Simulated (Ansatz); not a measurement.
# Find the missing element

Cell vectors (Å):

```
 3.7382  0.0000  0.0000
-1.8691  3.2374  0.0000
 0.0000  0.0000  6.1430
```

```tsv
atom	a	b	c
Zn	0.3333	0.6667	0.0056
Zn	0.6667	0.3333	0.5056
X	0.3333	0.6667	0.3794
X	0.6667	0.3333	0.8794
```

Theory: LDA, PAW on Ansatz 0.2.0's default frozen-core files (fitted under PBE), scalar-relativistic. k mesh 8×8×4, strains of ±0.008, fixed occupations.

Elastic constants of a crystal by Kohn-Sham DFT: slopes of the stress over finite engineering strains of the given cell, Voigt indices, Cartesian axes as in the cell vectors.

```csv
index,elastic (GPa)
11,137.4
12,65.6
13,51.1
33,164.2
44,30.5
```

**Question.** All X atoms are one element. Which one was computed?

**Answer.** S; the crystal is ZnS (P6_3mc).

Limits of these numbers: frozen-core PAW files fitted under PBE, their cores solved anew for the functional of the run; constants at zero field, no piezoelectric stiffening; wurtzite ZnS is metastable at ambient conditions.
